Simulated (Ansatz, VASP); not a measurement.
# Si3N4 in VASP and in Ansatz

```
CELL_PARAMETERS angstrom
0.00000 3.83825 3.83825
3.83825 0.00000 3.83825
3.83825 3.83825 0.00000
ATOMIC_POSITIONS crystal
Si 0.12500 0.12500 0.12500
Si 0.62500 0.12500 0.12500
Si 0.12500 0.12500 0.62500
Si 0.12500 0.62500 0.12500
Si 0.50000 0.50000 0.50000
Si 0.75000 0.75000 0.75000
N 0.88222 0.88222 0.88222
N 0.89666 0.36778 0.36778
N 0.88222 0.88222 0.35334
N 0.36778 0.89666 0.36778
N 0.35334 0.88222 0.88222
N 0.36778 0.36778 0.36778
N 0.88222 0.35334 0.88222
N 0.36778 0.36778 0.89666
```

Alike in both runs: functional PBE; k mesh 6 × 6 × 6; occupations fermi-dirac, width 0.02 eV; no spin polarisation.

Ansatz relaxed the structure, and its values are those at the end. VASP's run is a single point on that final structure, the one shown.

```csv
,VASP,Ansatz
version,VASP 6.6.1,Ansatz 0.2.0
potentials or method,"VASP PAW PBE potentials, release 64 (Si, N)","plane-wave PAW, scalar-relativistic"
plane-wave cutoff (eV),520,420
valence electrons in the cell,64,64
```

Ansatz gave:

| Item | Value |
| --- | --- |
| gap on the k mesh at the Fermi level (eV) | 3.52 |
| pressure (GPa) | 14.1 |
| rms of the force components (eV/Å) | 0.000 |

Problem. What did VASP give for the same quantities?

Solution. gap on the k mesh at the Fermi level (eV): 3.50; pressure (GPa): 13.8; rms of the force components (eV/Å): 0.003.

Ansatz warned: «stress_scf_threshold_loose».

A k mesh can miss the band edges.
